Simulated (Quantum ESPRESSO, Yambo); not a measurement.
Planning a run of Yambo 5.3.0 on PbS (Galena). The input:

```
optics
bss
bse
em1s
dipoles
rim_cut
RandQpts= 1000000
RandGvec= 1 RL
Chimod= "HARTREE"
BSKmod= "SEX"
BSEmod= "coupling"
BSSmod= "d"
BSENGexx= 30 Ry
BSENGBlk= 6 Ry
% BSEQptR
 1 | 1 |
%
% BSEBands
 12 | 20 |
%
% BEnRange
 0 | 4 | eV
%
% BDmRange
 0.1 | 0.1 | eV
%
BEnSteps= 81
% BLongDir
 1 | 0 | 0 |
%
% BndsRnXs
 1 | 115 |
%
NGsBlkXs= 6 Ry
% LongDrXs
 1 | 1 | 1 |
%
% KfnQP_E
 0.3 | 1.0 | 1.0 |
%
WRbsWF
```

The database entry behind the starting cell differs from later determinations by our own check (about 0.1 % short), so it need not match the best structure at ambient conditions.

```sh
OMP_NUM_THREADS=1 mpirun -n 4 yambo -F bse7.in -J bse7,bse4_W -C bse7 > bse7.log
```

The stored states that it reads are on a 4×4×4 mesh. It takes space group Fm-3m (No. 225, cubic). Conventional cell: a = 5.931 Å, b = 5.931 Å, c = 5.931 Å, α = 90.00°, β = 90.00°, γ = 90.00°. Nearest to Pb lie 6 S at 2.97 Å. Nearest to S lie 6 Pb at 2.97 Å. Farther neighbours and most contacts between anions are not listed.

Question: How long will it take on 4 MPI ranks of Arm Neoverse V1, shared host, and how much memory?

It took 76 s; on shared hardware allow 38 s to 2.5 min. Peak host memory was 2.4 GiB.

The kernel grows as the square of the matrix size, and full diagonalisation as its cube.

[Paths, hosts, dates, memory and timing lines, banners, echoed tables and standing remarks are left out of the program output.]

[Logs are printed without paths, hosts, clocks, repeated set-up lines and the standing remarks that a program may print on its own settings, such as how far it seeks lower states.]

[Runs of the session that timed out or met a known fault of the program may be left out.]

[Hosts, paths, dates, database ids (printed as entryN), source tags and the programs' standing remarks are cut or masked in the printed files.]
